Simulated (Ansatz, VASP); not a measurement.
# Cross-check of AgHgBr3 between VASP and Ansatz, part 2 of 2

One calculation is typed for both programs; each brings its own data sets and cutoff. How far apart do they land? The cell is invented: As first built, before any earlier steps moved the atoms (in the runner's words): it takes the CsHgBr3 structure with some of its atoms replaced by other elements, volume scaled by an estimate. It may not be a known or stable phase. The cell is taken from a series of VASP runs on this material, whose earlier steps may have relaxed, scaled or displaced it; both programs get it as it stands.

VASP 6.6.1 and Ansatz 0.2.0.

So far. Step 2 (VASP: electric field gradients, PBEsol with D3(BJ)): The run ends at a pressure of -0.03 GPa.

**3. Ansatz: electric field gradients, PBEsol with D3(BJ)**

Level of this step: Ansatz beside VASP: Kohn-Sham DFT, plane waves, PBEsol with D3(BJ) (Ansatz).

Ansatz runs on its default PAW (the set named soft_2) files.

The same cell, functional, mesh and smearing now go to Ansatz, which takes its cutoff from its data sets.

Contents of input.yaml:

```yaml
crystal:
  lattice:
    - [5.3618733194, 0.0, 0.0]
    - [0.0, 5.3618733194, 0.0]
    - [0.0, 0.0, 5.3618733194]
  atoms:
    - { symbol: Hg, position: [0.5, 0.5, 0.5] }
    - { symbol: Ag, position: [0.0, 0.0, 0.0] }
    - { symbol: Br, position: [0.0, 0.5, 0.5] }
    - { symbol: Br, position: [0.5, 0.0, 0.5] }
    - { symbol: Br, position: [0.5, 0.5, 0.0] }
hamiltonian:
  xc: pbesol
  pseudopotentials: { kind: paw }
  dispersion: d3bj
kpoints:
  mp_grid: { grid: [4, 4, 4] }
scf:
  occupations: { method: fermi_dirac, width: 0.05 }
  n_extra_bands: 5
output:
  forces: true
  stress: true
  eigenvalues: true
  efg: {}
```

The run is started by

```console
ansatz run input.yaml --threads 2 --pin off --max-ram 4608MiB --backend cpu --events-out ev --progress --plain --runs-dir out
```

Numbers of over 12 decimals in the logs are rounded to 6 here.

The log of the run:

```text
scf.n_extra_bands = 5 over 30 filled bands (N_el = 60.0): the run solves 35 bands
Ag, Hg: output.efg is read without spin–orbit coupling, which moves field gradients at and beside such atoms by some per cent and up to a factor of two; PAW files take it under magnetization.noncollinear and magnetization.spin_orbit
Engine: ansatz 0.2.0, aarch64-unknown-linux-gnu
Pseudopotentials: kind: paw
Pseudopotential: Hg, paw, valence charge 20, recommended cutoff 420 eV (normal), Hg.paw.azcp
Pseudopotential: Ag, paw, valence charge 19, recommended cutoff 420 eV (normal), Ag.paw.azcp
Pseudopotential: Br, paw, valence charge 7, recommended cutoff 420 eV (normal), Br.paw.azcp
Functional definition: PBEsol
  exchange = pbesol_x
  correlation = pbesol_c
Crystal: 5 atoms, lattice volume = 154.152 Å³
Basis set: ecut = 420 eV, 2969 PW (Γ), exchange–correlation on 72×72×72 points (8 copies of the dense FFT grid, shifted against one another)
Bands: 35, of which v1, the nominal top of the filled ones, is band 30 counted from 1 (29 counted from 0)
Symmetry: 48 space group operations
Space group: Pm-3m (ITA 221), of the structure as read, at distance tolerance 5.4e-5 Å
k-points: 10 of 64
Non-local potential: Hg, projectors of the file, l = 0: 3, l = 1: 2, l = 2: 2, l = 3: 1
Non-local potential: Ag, projectors of the file, l = 0: 3, l = 1: 2, l = 2: 2, l = 3: 1
Non-local potential: Br, projectors of the file, l = 0: 2, l = 1: 2, l = 2: 2
PAW form: soft (Blöchl's): semilocal exchange-correlation on the pseudo side does not see the compensation charge
PAW frozen core: Hg, regenerated for the run's functional, and the local potential with it (the file was generated under x = pbe(κ = 0.804, μ = 0.219515), c = pbe(β = 0.066725))
PAW frozen core: Ag, regenerated for the run's functional, and the local potential with it (the file was generated under x = pbe(κ = 0.804, μ = 0.219515), c = pbe(β = 0.066725))
PAW frozen core: Br, regenerated for the run's functional, and the local potential with it (the file was generated under x = pbe(κ = 0.804, μ = 0.219515), c = pbe(β = 0.066725))
PAW one-centre angular grid: Hg, 590 points (default); XC on 64 Gauss nodes
PAW one-centre angular grid: Ag, 590 points (default); XC on 64 Gauss nodes
PAW one-centre angular grid: Br, 110 points (default); XC on 64 Gauss nodes
Initial density: superposition of atomic densities (neutral atoms: chi_scale 0, normalization atom), corrected by the library's trained network
Initial wavefunctions: pseudopotential atomic-orbital guess
Functional: x = pbesol(κ = 0.804, μ = 0.123457), c = pbesol(β = 0.046)
SCF iter   1: F=—  HF=-29400.609311 eV  |F-HF|=—  |Δ(HF+E_count)|=         —  Δρ=2.88e-3  dr2=1.56e-2  ethr=1.77e-3  ⟨swp⟩=7.5  Hψ=1532  notcnv=0
preconditioner: auto → LDOS  [insulator: Δε(μ)=0.187 eV  Ē_g=9.056 eV  σ=0.050 eV  W_gap=0.70  n_scr=26 (ndim 8)  ℏωp=19.8 eV  f_vac=0.052  D(μ)=1.47/eV (n_scr^D=6)  ε∞_Penn≈5.8  β→1.0]
SCF iter   2: F=—  HF=-29400.615348 eV  |F-HF|=—  |Δ(HF+E_count)|=   6.04e-3  Δρ=4.17e-3  dr2=2.24e-2  ethr=2.59e-5  ⟨swp⟩=2.8  Hψ=834  notcnv=0
SCF iter   3: F=—  HF=-29400.608332 eV  |F-HF|=—  |Δ(HF+E_count)|=   7.02e-3  Δρ=1.04e-3  dr2=1.40e-3  ethr=2.59e-5  ⟨swp⟩=2.2  Hψ=678  notcnv=0
SCF iter   4: F=—  HF=-29400.607885 eV  |F-HF|=—  |Δ(HF+E_count)|=   4.47e-4  Δρ=1.79e-4  dr2=7.19e-5  ethr=2.33e-6  ⟨swp⟩=2.0  Hψ=655  notcnv=0
SCF iter   5: F=—  HF=-29400.607890 eV  |F-HF|=—  |Δ(HF+E_count)|=   5.25e-6  Δρ=7.98e-5  dr2=9.92e-6  ethr=1.20e-7  ⟨swp⟩=2.0  Hψ=564  notcnv=0
SCF iter   6: F=—  HF=-29400.607887 eV  |F-HF|=—  |Δ(HF+E_count)|=   3.24e-6  Δρ=1.01e-5  dr2=2.22e-7  ethr=1.65e-8  ⟨swp⟩=2.0  Hψ=583  notcnv=0
SCF iter   7: F=-29400.607887 eV  HF=-29400.607887 eV  |F-HF|=7.53e-9  |Δ(HF+E_count)|=   8.68e-8  Δρ=2.36e-6  dr2=9.19e-9  ethr=1.67e-10  ⟨swp⟩=6.1  Hψ=1547  notcnv=0
SCF 1 converged in 7 iterations: F = -29400.607887 eV  dr2 = 9.19e-9
  greatest PAW one-centre occupation: 1.000 electrons in one spin orbital (limit 2), on the Ag atom at site 1 (counted from 0), in its partial waves of l = 0
SCF converged after 7 iterations
Free energy (F): -29400.607887 eV
Harris-Foulkes:  -29400.607887 eV  (|F-HF|=7.53e-9)
Internal energy: -29400.596447 eV  (E = F + TS)
E sigma→0 (E₀):  -29400.602167 eV
Entropy (-TS):   -0.011440 eV (-2.288 meV/atom)
Fermi energy:    5.269543 eV
--- Per-component energies (eV) ---
  E_band       = -1030.562614
  E_kinetic    = 1529.605468
  E_local      = -8033.686638  (includes V_loc(G=0)·N_el)
  E_nonlocal   = 378.259771
  E_hartree    = 3395.592152
  E_xc         = -1180.764565
  E_vxc        = -798.997090  (∫ρ·V_xc dr)
  E_paw        = -20249.193114  (= ΣΔE_a)
  E_vpaw       = -896.923782  (= ΣTr[D̂ρ^β])
  E_aug_tail   = 0.001152  (compensation charges beyond the density's cutoff)
  E_ewald      = -5240.115176
  E_disp       = -1.223699  (pairwise vdW)
  E_core_change = 0.928201  (= ΣΔE_core)
  E_smearing   = -0.011440  (= −TS)
  E_closure    = 0.000000  (closes the sum)
  Σ components = -29400.607887   (vs F -29400.607887, Δ=0.00e0)
--- Forces (eV/Å), atoms counted from 1 ---
  atom   1  Hg     0.00000000     0.00000000     0.00000000
  atom   2  Ag    -0.00000000     0.00000000     0.00000000
  atom   3  Br    -0.00000000     0.00000000     0.00000000
  atom   4  Br    -0.00000000     0.00000000    -0.00000000
  atom   5  Br     0.00000000     0.00000000     0.00000000
  max |Σ_I F_I| component: 1.61e-28 eV/Å
--- Stress (GPa, compression-positive) ---
       -0.149804      -0.000000      -0.000000
       -0.000000      -0.149804      -0.000000
        0.000000       0.000000      -0.149804
  P = ⅓ Tr σ = -0.1498 GPa (-1.498 kbar)
--- PAW observables at the nuclei: V_zz in 10²¹ V/m², potentials from the cell's mean, atoms counted from 1 ---
  atom   1  Hg V_zz =    +0.000000   η = 0.0000   by run symmetry: forbidden
            electrostatic potential = -16785.515786 V   contact ρ = none
  atom   2  Ag V_zz =    +0.000000   η = 0.0000   by run symmetry: forbidden
            electrostatic potential = -7472.366802 V   contact ρ = none
  atom   3  Br V_zz =   +35.293786   η = 0.0000   by run symmetry: allowed
            electrostatic potential = -4907.454018 V   contact ρ = none
  atom   4  Br V_zz =   +35.293786   η = 0.0000   by run symmetry: allowed
            electrostatic potential = -4907.454018 V   contact ρ = none
  atom   5  Br V_zz =   +35.293786   η = 0.0000   by run symmetry: allowed
            electrostatic potential = -4907.454018 V   contact ρ = none
--- Band table (eV; the first three rows and the last of 10) ---
  k-point 0: bands = [... 26 lower, 3.4429, 3.5779, 3.5779, 3.5779, 3.6439, 5.1593, 11.6693, 11.6693, ... 1 higher]
  k-point 1: bands = [... 26 lower, 3.4192, 3.4329, 3.5957, 3.5957, 5.4070, 6.0976, 10.1163, 11.3163, ... 1 higher]
  k-point 2: bands = [... 26 lower, 3.3297, 3.4240, 3.6621, 3.6621, 6.6416, 7.7101, 8.9754, 10.9396, ... 1 higher]
  k-point 9: bands = [... 26 lower, 4.2116, 4.2116, 5.2084, 5.2084, 5.5182, 9.8092, 9.8092, 9.8092, ... 1 higher]
```

It took 2.4 s on 2 threads of Arm Neoverse V2, shared host; peak memory 0.49 GiB; 4.1 s of CPU time.

The run ends at a pressure of -0.15 GPa.

**4. Comparison**

Known differences besides the potentials themselves: Ansatz adds the response of the frozen cores to the gradients, VASP leaves it out; the data sets hold 60 valence electrons in Ansatz (default PAW (the set named soft_2) files) and 44 in VASP; the cutoff is 420 eV in Ansatz and 400 eV in VASP. Total energies have different zeros and are not compared.

Compared:

```csv
quantity,Ansatz,VASP,difference
pressure (GPa),-0.15,-0.03,-0.12
Vzz at Br3 (V/Å²),352.9,339.4,+13.5
Vzz at Br4 (V/Å²),352.9,339.4,+13.5
Vzz at Br5 (V/Å²),352.9,339.4,+13.5
```

**5. What came out**

| Quantity | Value |
| --- | --- |
| difference in Vzz at Br3 (electric field gradients, PBEsol with D3(BJ)) | 14 V/Å² |

What this shows: The difference in Vzz at Br3 is 14 V/Å² (electric field gradients, PBEsol with D3(BJ)). How closely two codes agree says nothing of how well the functional describes the real material.

[Lines on the potential files, build, host, timing and source positions are cut from VASP's logs without a mark.]

[Logs are printed without paths, hosts, clocks, repeated set-up lines and the standing remarks that a program may print on its own settings, such as how far it seeks lower states.]

[Hosts, paths, dates, database ids (printed as entryN), source tags and the programs' standing remarks are cut or masked in the printed files.]
